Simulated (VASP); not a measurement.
Bi:

```
CELL_PARAMETERS angstrom
2.26750 1.30914 3.93800
-2.26750 1.30914 3.93800
0.00000 -2.61828 3.93800
ATOMIC_POSITIONS crystal
Bi 0.76600 0.76600 0.76600
Bi 0.23400 0.23400 0.23400
```

Base run:

| Property | Result |
| --- | --- |
| Program | VASP 6.6.1 |
| Functional | PBE |
| Potentials or basis | VASP PAW PBE potentials, release 64 (Bi_d) |
| Cutoff | 520 eV |
| k mesh | 8 × 8 × 8 |
| Occupations | gaussian, width 0.02 eV |
| Spin | no spin polarisation |

Its results: pressure 2.1 GPa; largest force 0.187 eV/Å.

**Question.** After a change of settings the same cell gave: pressure -1.4 GPa; largest force 0.049 eV/Å. Which change was it?
A. functional from PBE to r2SCAN
B. functional from PBE to LDA; potentials or basis from VASP PAW PBE potentials, release 64 (Bi_d) to VASP PAW LDA potentials, release 64 (Bi_d)
C. functional from PBE to PBEsol

**Answer.** B.
